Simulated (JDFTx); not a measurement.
# InP (F-43m) in JDFTx: convergence with n bands

Aim: find how far n bands must go before the results for InP settle, at LDA. This setting moves, with any that are tied to it; all else stays.

Program: JDFTx 1.7.0 (patched build). These are calculated values, not measurements. Logs are shortened: lines on timing, memory, paths and dates and some standing lists are left out, and cuts for length are marked. The log counts tension as positive stress, the text compression.

## (1) The structure

The structure is cubic, space group F-43m (No. 216). The conventional cell has a = 5.861 Å, b = 5.861 Å, c = 5.861 Å, α = 90.00°, β = 90.00°, γ = 90.00°. In (site symmetry -43m) is surrounded by 4 P at 2.54 Å. P (site symmetry -43m) has 4 In at 2.54 Å as nearest neighbours.

## (2) With n bands 10

InP.in reads:

```
include InP.lattice
coords-type Lattice
include InP.ionpos

ion-species pseudo/In.upf
ion-species pseudo/P.upf
elec-cutoff 35 280
elec-ex-corr lda-PW
kpoint-folding 8 8 8
elec-smearing Fermi 0.0018374661
elec-n-bands 10
electronic-SCF nIterations 100 energyDiffThreshold 1e-09
electronic-minimize nIterations 30 energyDiffThreshold 1e-7
converge-empty-states yes
forces-output-coords Cartesian

dump-name run.$VAR
dump End Ecomponents EigStats BandEigs Kpoints Forces Stress
```

InP.lattice reads:

```
lattice \
    0.0000000000     5.5378424082     5.5378424082 \
    5.5378424082     0.0000000000     5.5378424082 \
    5.5378424082     5.5378424082     0.0000000000
```

InP.ionpos reads:

```
ion In     0.0000000000     0.0000000000     0.0000000000 1
ion P      0.7500000000     0.7500000000     0.7500000000 1
```

Potentials or basis: PseudoDojo-SR-LDA-0.4.1-standard.

Run with:

```console
> jdftx -c 1 -i InP.in -o InP.out
```

The program printed:

```text
*************** JDFTx 1.7.0 (patched build) ***************

Input parsed successfully to the following command list (including defaults):
[... the input with its defaults ...]

---------- Setting up symmetries ----------

Found 48 point-group symmetries of the bravais lattice
Found 24 space-group symmetries with basis
Applied RMS atom displacement 0 bohrs to make symmetries exact.

---------- Initializing the Grid ----------
R =
[            0      5.53784      5.53784  ]
[      5.53784            0      5.53784  ]
[      5.53784      5.53784            0  ]
unit cell volume = 339.666
G =
[  -0.567295   0.567295   0.567295  ]
[   0.567295  -0.567295   0.567295  ]
[   0.567295   0.567295  -0.567295  ]
Minimum fftbox size, Smin = [  60  60  60  ]
Chosen fftbox size, S = [  60  60  60  ]

---------- Initializing tighter grid for wavefunction operations ----------
R =
[            0      5.53784      5.53784  ]
[      5.53784            0      5.53784  ]
[      5.53784      5.53784            0  ]
unit cell volume = 339.666
G =
[  -0.567295   0.567295   0.567295  ]
[   0.567295  -0.567295   0.567295  ]
[   0.567295   0.567295  -0.567295  ]
Minimum fftbox size, Smin = [  44  44  44  ]
Chosen fftbox size, S = [  48  48  48  ]

---------- Exchange Correlation functional ----------
Initalized Slater LDA exchange.
Initalized Perdew-Wang LDA correlation.

---------- Setting up pseudopotentials ----------
Width of ionic core gaussian charges (only for fluid interactions / plotting) set to 0

Reading pseudopotential file 'pseudo/In.upf':
  'In' pseudopotential, 'SLA  PW   NOGX NOGC' functional
  Generated using ONCVPSP code by D. R. Hamann
  13 valence electrons, 3 orbitals, 6 projectors, 1001 radial grid points, with lMax = 2
    4D    l: 2   occupation: 10.0   eigenvalue: -0.687856
    5S    l: 0   occupation:  2.0   eigenvalue: -0.311709
    5P    l: 1   occupation:  1.0   eigenvalue: -0.099150
  Core radius for overlap checks: 2.17 bohrs.

Reading pseudopotential file 'pseudo/P.upf':
  'P' pseudopotential, 'SLA  PW   NOGX NOGC' functional
  Generated using ONCVPSP code by D. R. Hamann
  5 valence electrons, 2 orbitals, 6 projectors, 1001 radial grid points, with lMax = 2
    3S    l: 0   occupation:  2.0   eigenvalue: -0.515099
    3P    l: 1   occupation:  3.0   eigenvalue: -0.205677
  Core radius for overlap checks: 1.66 bohrs.

Initialized 2 species with 2 total atoms.

Folded 1 k-points by 8x8x8 to 512 k-points.

---------- Setting up k-points, bands, fillings ----------
Adding inversion symmetry to k-mesh for non-inversion-symmetric unit cell.
Reduced to 29 k-points under symmetry.
Computing the number of bands and number of electrons
Calculating initial fillings.
nElectrons:  18.000000   nBands: 10   nStates: 29

----- Setting up reduced wavefunction bases (one per k-point) -----
average nbasis = 3359.189 , ideal nbasis = 3359.293

---------- Setting up ewald sum ----------
Optimum gaussian width for ewald sums = 2.515192 bohr.
Real space sum over 1331 unit cells with max indices [  5  5  5  ]
Reciprocal space sum over 2197 terms with max indices [  6  6  6  ]

---------- Allocating electronic variables ----------
Initializing wave functions:  linear combination of atomic orbitals
In pseudo-atom occupations:   s ( 2 )  p ( 1 )  d ( 10 )
P pseudo-atom occupations:   s ( 2 )  p ( 3 )
	FillingsUpdate:  mu: +0.287807379  nElectrons: 18.000000
LCAOMinimize: Iter:   0  F: -63.3561325206612267  |grad|_K:  3.223e-03  alpha:  1.000e+00
	FillingsUpdate:  mu: +0.268772198  nElectrons: 18.000000
LCAOMinimize: Iter:   1  F: -63.3703981840372350  |grad|_K:  8.492e-05  alpha:  4.635e-01  linmin: -2.962e-01  cgtest:  8.186e-01
LCAOMinimize: Encountered beta<0, resetting CG.
[... 5 lines of inner loops ...]
LCAOMinimize: Iter:   4  F: -63.3704105475698896  |grad|_K:  1.438e-08  alpha:  9.780e-01  linmin:  5.596e-03  cgtest: -2.810e-02
	FillingsUpdate:  mu: +0.268518058  nElectrons: 18.000000
LCAOMinimize: Iter:   5  F: -63.3704105475713533  |grad|_K:  6.980e-09  alpha:  1.180e+00  linmin:  1.298e-01  cgtest: -7.625e-01
LCAOMinimize: Converged (|Delta F|<1.000000e-06 for 2 iters).

-------- Electronic minimization -----------
Will mix electronic density at each iteration.
	FillingsUpdate:  mu: +0.268518058  nElectrons: 18.000000
	FillingsUpdate:  mu: +0.259077483  nElectrons: 18.000000
SCF: Cycle:  0   F: -63.406693207736552   dF: -3.628e-02   |Residual|: 4.276e-02   |deigs|: 1.324e-02
	FillingsUpdate:  mu: +0.260119172  nElectrons: 18.000000
SCF: Cycle:  1   F: -63.407881353029502   dF: -1.188e-03   |Residual|: 2.686e-02   |deigs|: 2.116e-03
	FillingsUpdate:  mu: +0.262783959  nElectrons: 18.000000
SCF: Cycle:  2   F: -63.408124071422876   dF: -2.427e-04   |Residual|: 7.192e-03   |deigs|: 3.412e-03
	FillingsUpdate:  mu: +0.262621191  nElectrons: 18.000000
SCF: Cycle:  3   F: -63.408153369640154   dF: -2.930e-05   |Residual|: 1.946e-03   |deigs|: 2.343e-04
	FillingsUpdate:  mu: +0.263047748  nElectrons: 18.000000
SCF: Cycle:  4   F: -63.408162081305562   dF: -8.712e-06   |Residual|: 1.445e-03   |deigs|: 6.641e-04
	FillingsUpdate:  mu: +0.263026585  nElectrons: 18.000000
SCF: Cycle:  5   F: -63.408164664366197   dF: -2.583e-06   |Residual|: 1.086e-03   |deigs|: 8.932e-05
	FillingsUpdate:  mu: +0.262986805  nElectrons: 18.000000
SCF: Cycle:  6   F: -63.408166452843680   dF: -1.788e-06   |Residual|: 3.371e-04   |deigs|: 1.968e-04
	FillingsUpdate:  mu: +0.263007730  nElectrons: 18.000000
SCF: Cycle:  7   F: -63.408166947618575   dF: -4.948e-07   |Residual|: 3.478e-04   |deigs|: 4.842e-05
	FillingsUpdate:  mu: +0.263023740  nElectrons: 18.000000
SCF: Cycle:  8   F: -63.408167448208239   dF: -5.006e-07   |Residual|: 1.955e-04   |deigs|: 9.885e-05
	FillingsUpdate:  mu: +0.263032674  nElectrons: 18.000000
SCF: Cycle:  9   F: -63.408167603378160   dF: -1.552e-07   |Residual|: 2.685e-04   |deigs|: 1.062e-04
	FillingsUpdate:  mu: +0.263025771  nElectrons: 18.000000
SCF: Cycle: 10   F: -63.408167747626571   dF: -1.442e-07   |Residual|: 1.097e-04   |deigs|: 7.918e-05
	FillingsUpdate:  mu: +0.263023120  nElectrons: 18.000000
SCF: Cycle: 11   F: -63.408167789243521   dF: -4.162e-08   |Residual|: 2.283e-05   |deigs|: 3.980e-05
	FillingsUpdate:  mu: +0.263020874  nElectrons: 18.000000
SCF: Cycle: 12   F: -63.408167815666232   dF: -2.642e-08   |Residual|: 1.047e-05   |deigs|: 2.833e-05
	FillingsUpdate:  mu: +0.263021275  nElectrons: 18.000000
SCF: Cycle: 13   F: -63.408167826595722   dF: -1.093e-08   |Residual|: 5.619e-06   |deigs|: 3.121e-05
	FillingsUpdate:  mu: +0.263020817  nElectrons: 18.000000
SCF: Cycle: 14   F: -63.408167834216201   dF: -7.620e-09   |Residual|: 8.193e-06   |deigs|: 4.630e-05
	FillingsUpdate:  mu: +0.263020522  nElectrons: 18.000000
SCF: Cycle: 15   F: -63.408167837038640   dF: -2.822e-09   |Residual|: 2.843e-06   |deigs|: 1.793e-05
	FillingsUpdate:  mu: +0.263020409  nElectrons: 18.000000
SCF: Cycle: 16   F: -63.408167839304980   dF: -2.266e-09   |Residual|: 1.435e-06   |deigs|: 2.550e-05
	FillingsUpdate:  mu: +0.263020536  nElectrons: 18.000000
SCF: Cycle: 17   F: -63.408167840098329   dF: -7.933e-10   |Residual|: 1.246e-06   |deigs|: 1.401e-05
	FillingsUpdate:  mu: +0.263020544  nElectrons: 18.000000
SCF: Cycle: 18   F: -63.408167840785794   dF: -6.875e-10   |Residual|: 6.349e-07   |deigs|: 2.328e-05
SCF: Converged (|Delta E|<1.000000e-09 for 2 iters).

Setting wave functions to eigenvectors of Hamiltonian
Converging empty states (this may take a while): |deigs|: 5.973e-05

# Stress tensor in Cartesian coordinates [Eh/a0^3]:
[  4.59592e-05            0            0  ]
[            0  4.59592e-05            0  ]
[            0            0  4.59592e-05  ]

# Ionic positions in lattice coordinates:
ion In   0.000000000000000   0.000000000000000   0.000000000000000 1
ion P   0.750000000000000   0.750000000000000   0.750000000000000 1

# Forces in Cartesian coordinates:
force In  -0.000000000000000  -0.000000000000000  -0.000000000000000 1
force P  -0.000000000000000   0.000000000000000  -0.000000000000000 1

# Energy components:
   Eewald =      -44.8602020983078873
       EH =       18.3525686278882674
     Eloc =      -55.4385118070692329
      Enl =      -13.7055186004858616
      Exc =      -21.7799575068590876
 Exc_core =        9.8110095525031280
       KE =       44.2124452447644458
-------------------------------------
     Etot =      -63.4081665875662353
       TS =        0.0000012532195561
-------------------------------------
        F =      -63.4081678407857936

IonicMinimize: Iter:   0  F: -63.408167840785794  |grad|_K:        nan
IonicMinimize: None of the convergence criteria satisfied after 0 iterations.

#--- Lowdin population analysis ---
# oxidation-state In +0.265
# oxidation-state P -0.230

Dumping 'run.eigStats' ...
	eMin: -0.276148 at state 20 ( [ +0.000000 +0.500000 +0.500000 ] spin 0 )
	HOMO: +0.252942 at state 0 ( [ +0.000000 +0.000000 +0.000000 ] spin 0 )
	mu  : +0.263020
	LUMO: +0.270806 at state 0 ( [ +0.000000 +0.000000 +0.000000 ] spin 0 )
	eMax: +0.409828 at state 28 ( [ +0.250000 +0.500000 -0.250000 ] spin 0 )
	HOMO-LUMO gap: +0.017863
	Optical gap  : +0.017863 at state 0 ( [ +0.000000 +0.000000 +0.000000 ] spin 0 )
Done!
```

It took 1.9 min on 1 thread of Arm Neoverse V1, shared host; peak memory 0.12 GiB.

What came out:

```yaml
Free_energy: -1725.4241 eV
Pressure: -1.4 GPa
Band_gap_on_the_k_mesh: 0.49 eV, direct
Loewdin_charges: In +0.27; P -0.23 e
```

## (3) With n bands 11

Changes to InP.in since step 2:

```diff
@@ -10,3 +10,3 @@
 elec-smearing Fermi 0.0018374661
-elec-n-bands 10
+elec-n-bands 11
 electronic-SCF nIterations 100 energyDiffThreshold 1e-09
```

InP.lattice is that of step 2.

InP.ionpos is that of step 2.

Potentials or basis: PseudoDojo-SR-LDA-0.4.1-standard.

Run with:

```console
> jdftx -c 1 -i InP.in -o InP.out
```

It took 1.9 min on 1 thread of Arm Neoverse V1, shared host; peak memory 0.12 GiB.

Results:

```
Free energy            : -1725.4241 eV
Pressure               : -1.4 GPa
Band gap on the k mesh : 0.49 eV, direct
Loewdin charges        : In +0.27; P -0.23 e
```

## (4) With n bands 12

Changes to InP.in since step 3:

```diff
@@ -10,3 +10,3 @@
 elec-smearing Fermi 0.0018374661
-elec-n-bands 11
+elec-n-bands 12
 electronic-SCF nIterations 100 energyDiffThreshold 1e-09
```

InP.lattice is that of step 3.

InP.ionpos is that of step 3.

Run with:

```console
> jdftx -c 1 -i InP.in -o InP.out
```

It took 2.1 min on 1 thread of Arm Neoverse V1, shared host; peak memory 0.12 GiB.

What came out:

```yaml
Free_energy: -1725.4241 eV
Pressure: -1.4 GPa
Band_gap_on_the_k_mesh: 0.49 eV, direct
Loewdin_charges: In +0.27; P -0.23 e
```

## (5) With n bands 13

Changes to InP.in since step 4:

```diff
@@ -10,3 +10,3 @@
 elec-smearing Fermi 0.0018374661
-elec-n-bands 12
+elec-n-bands 13
 electronic-SCF nIterations 100 energyDiffThreshold 1e-09
```

InP.lattice is that of step 4.

InP.ionpos is that of step 4.

Run with:

```console
> jdftx -c 1 -i InP.in -o InP.out
```

Run time: 2.1 min. Hardware: 1 thread of Arm Neoverse V1, shared host; peak memory 0.13 GiB.

What came out:

```
Free energy            : -1725.4241 eV
Pressure               : -1.4 GPa
Band gap on the k mesh : 0.49 eV, direct
Loewdin charges        : In +0.27; P -0.23 e
```

## (6) With n bands 15

Changes to InP.in since step 5:

```diff
@@ -10,3 +10,3 @@
 elec-smearing Fermi 0.0018374661
-elec-n-bands 13
+elec-n-bands 15
 electronic-SCF nIterations 100 energyDiffThreshold 1e-09
```

InP.lattice is that of step 5.

InP.ionpos is that of step 5.

Potentials or basis: PseudoDojo-SR-LDA-0.4.1-standard.

Run with:

```console
> jdftx -c 1 -i InP.in -o InP.out
```

It took 2.2 min on 1 thread of Arm Neoverse V1, shared host; peak memory 0.13 GiB.

It converged, with:

```
Free energy            : -1725.4241 eV
Pressure               : -1.4 GPa
Band gap on the k mesh : 0.49 eV, direct
Loewdin charges        : In +0.27; P -0.23 e
```

## (7) With n bands 19

Changes to InP.in since step 6:

```diff
@@ -10,3 +10,3 @@
 elec-smearing Fermi 0.0018374661
-elec-n-bands 15
+elec-n-bands 19
 electronic-SCF nIterations 100 energyDiffThreshold 1e-09
```

InP.lattice is that of step 6.

InP.ionpos is that of step 6.

Run with:

```console
> jdftx -c 1 -i InP.in -o InP.out
```

Run time: 2.4 min. Hardware: 1 thread of Arm Neoverse V1, shared host; peak memory 0.14 GiB.

Results (log left out):

```yaml
Free_energy: -1725.4241 eV
Pressure: -1.4 GPa
Band_gap_on_the_k_mesh: 0.49 eV, direct
Loewdin_charges: In +0.27; P -0.23 e
```

## (8) With n bands 25

Changes to InP.in since step 7:

```diff
@@ -10,3 +10,3 @@
 elec-smearing Fermi 0.0018374661
-elec-n-bands 19
+elec-n-bands 25
 electronic-SCF nIterations 100 energyDiffThreshold 1e-09
```

InP.lattice is that of step 7.

InP.ionpos is that of step 7.

Run with:

```console
> jdftx -c 1 -i InP.in -o InP.out
```

Wall time 3 min (1 thread of Arm Neoverse V1, shared host); peak memory 0.15 GiB.

Results (log left out):

```yaml
Free_energy: -1725.4241 eV
Pressure: -1.4 GPa
Band_gap_on_the_k_mesh: 0.49 eV, direct
Loewdin_charges: In +0.27; P -0.23 e
```

## (9) The series at a glance

| n bands | energy less the tightest run, at zero smearing (meV/atom) | SCF cycles | CPU time (s) | peak memory (GiB) |
| --- | --- | --- | --- | --- |
| 10 | 0.00 | 19 | 110 | 0.12 |
| 11 | 0.00 | 18 | 120 | 0.12 |
| 12 | 0.00 | 18 | 130 | 0.12 |
| 13 | 0.00 | 17 | 120 | 0.13 |
| 15 | 0.00 | 15 | 130 | 0.13 |
| 19 | 0.00 | 13 | 140 | 0.14 |
| 25 | 0.00 | 13 | 180 | 0.15 |

Against the tightest run, the energy stays within 1 meV/atom from 10 on. The tightest run that finished is the yardstick and may itself not be fully converged.

Caveats: spin-orbit coupling is left out, which moves the levels of the heavy elements.
